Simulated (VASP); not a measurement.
The system is TiTe2.

```
Te Ti
1.0
     3.77700    0.00000    0.00000
    -1.88850    3.27098    0.00000
     0.00000    0.00000    6.49800
Te Ti
2 1
Direct
  0.33333 0.66667 0.73720
  0.66667 0.33333 0.26280
  0.00000 0.00000 0.00000
```

Base run:

```yaml
Program: VASP 6.6.1
Functional: PBE
Potentials_or_basis: VASP PAW PBE potentials, release 64 (Te, Ti_sv)
Cutoff: 520 eV
k_mesh: 8 × 8 × 4
Occupations: fermi-dirac, width 0.05 eV
Spin: no spin polarisation
```

Its results: band gap on the k mesh none (metal or under the smearing width); pressure 0.9 GPa; largest force 0.022 eV/Å.

Problem. The run is repeated on the same cell with these changes: functional from PBE to PBEsol. What comes out?

Solution. Band gap on the k mesh none (metal or under the smearing width); pressure -2.2 GPa; largest force 0.110 eV/Å.

PBEsol binds more tightly than PBE, so the same cell stands under less pressure.

Caveats: this functional lacks dispersion, which binds the layers, so the pressure and a relaxed spacing across them are unreliable; the PAW data sets were made with another functional, which shifts forces and pressure a little (some runs).

Not every run made on this cell is shown here.
